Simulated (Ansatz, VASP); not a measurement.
# MgB2: VASP beside Ansatz

```
Mg B
1.0
     3.04806    0.00000    0.00000
    -1.52403    2.63970    0.00000
     0.00000    0.00000    3.46496
Mg B
1 2
Direct
  0.00000 0.00000 0.00000
  0.33333 0.66667 0.50000
  0.66667 0.33333 0.50000
```

Alike in both runs: functional PBEsol; k mesh 15 × 15 × 12; occupations fermi-dirac, width 0.15 eV; no spin polarisation.

Ansatz relaxed the structure, and its values are those at the end. VASP's run is a single point on that final structure, the one shown.

|  | VASP | Ansatz |
| --- | --- | --- |
| version | VASP 6.6.1 | Ansatz 0.2.0 |
| potentials or method | VASP PAW PBE potentials, release 64 (Mg, B) | scalar-relativistic, plane waves, PAW |
| plane-wave cutoff (eV) | 520 | 420 |
| valence electrons in the cell | 8 | 16 |

```csv
,VASP,Ansatz,Ansatz less VASP
gap on the k mesh at the Fermi level (eV),none,none,-
pressure (GPa),3.1,3.1,-0.03
```

A gap of «none» marks a metal or a gap that the smearing closes. The functional is the same, so the differences come from potentials, cutoffs and numerics. The two sets of potentials don't hold the same shells in valence.

Caveats: the PAW data sets were made with another functional, which shifts forces and pressure a little (VASP).
